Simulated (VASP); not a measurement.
The system is CoO.

```
Co O
1.0
     3.19765    0.00000    0.00000
    -1.59882    2.76924    0.00000
     0.00000    0.00000    5.22871
Co O
2 2
Direct
  0.33333 0.66667 0.50336
  0.00000 0.00000 0.00347
  0.33333 0.66667 0.87156
  0.00000 0.00000 0.37161
```

Measurements of this composition are mostly on another form, of space group No. 225.

```yaml
Program: VASP 6.6.1
Task: single point
Functional: PBE
Potentials_or_basis: VASP PAW PBE potentials, release 64 (Co, O)
Cutoff: 520 eV
k_mesh: 10 × 10 × 5
Occupations: fermi-dirac, width 0.05 eV
Spin: collinear spin, ferromagnetic start
Starting_moments: "[2.0, 2.0, 0.0, 0.0] μB"
```

On this cell: pressure 1.4 GPa; largest force 0.310 eV/Å; net moment 5.85 μB per cell; site moments Co +2.50; O +0.31 μB; band gap on the k mesh none (metal or under the smearing width).

The same run follows on a disturbed copy (atoms moved at random, drawn with an rms of 0.05 Å):

```xyz
4
Lattice="3.1976 0.0000 0.0000 -1.5988 2.7692 0.0000 0.0000 0.0000 5.2287" Properties=species:S:1:pos:R:3 pbc="T T T"
Co   -0.0087    1.8761    2.5932
Co    0.0263    0.0192    0.0067
O     0.0353    1.8363    4.5096
O    -0.0136   -0.0645    1.9377
```

**Question.** What does the disturbed cell give?

**Answer.** The energy (extrapolated to zero smearing) moves by +9.1 meV/atom; pressure 1.4 GPa; largest force 0.568 eV/Å; net moment 5.82 μB per cell; site moments Co +2.48, +2.49; O +0.31 μB; band gap on the k mesh none (metal or under the smearing width).

Forces in eV/Å, atoms in the order of the input:
```
Co  -0.061 -0.478 -0.169
Co   0.047 -0.147 -0.391
O   -0.059  0.118  0.552
O    0.073  0.508  0.009
```

Stress tensor (GPa, compression positive):
```
 1.92  0.51  0.01
 0.51 -1.18 -1.39
 0.01 -1.39  3.50
```

Caveats: semilocal functionals often make such compounds metallic where correlation or magnetic order opens a gap, which also shifts bond lengths.
